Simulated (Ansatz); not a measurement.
Runs of Ansatz 0.2.0 on ZrSe2. It takes space group P-3m1 (No. 164, trigonal). The conventional cell has a = 3.798 Å, b = 3.798 Å, c = 6.192 Å, α = 90.00°, β = 90.00°, γ = 120.00°. Around Zr (site symmetry -3m) lie 6 Se at 2.68 Å. Around Se (site symmetry 3m) lie 3 Zr at 2.68 Å. 

```csv
level,cutoff (eV),gap on the mesh (eV),pressure (GPa),largest force (eV/Å)
r2SCANh,500,1.21,1.4,0.07
PBE0,420,(b),1.1,0.04
HSE06,420,1.08,1.1,0.03
PBEsol0,420,1.69,-1.1,0.10
HF,420,6.69,(a),0.24
```

Alike in all rows: task band structure; potentials or basis Ansatz PAW; no spin polarisation; cell as given; k mesh 4 × 4 × 3; smearing fermi-dirac 0.05 eV; the mesh is coarse, so values aren't converged.

Estimate the missing entries.

(a) 8.2; (b) 1.74.

Caveats: all runs use coarse meshes; the k mesh misses the band edges, so the gap on the mesh is wider than the one along the path; the PAW data sets come from PBE, with cores solved anew for the run's functional, which leaves a small shift of forces and pressure; the thresholds are loose for stress; this functional lacks dispersion, which binds the layers, so the pressure and a relaxed spacing across them are unreliable (some runs).

A k mesh can miss the band edges, and the runs leave out spin-orbit coupling on Se, Zr.
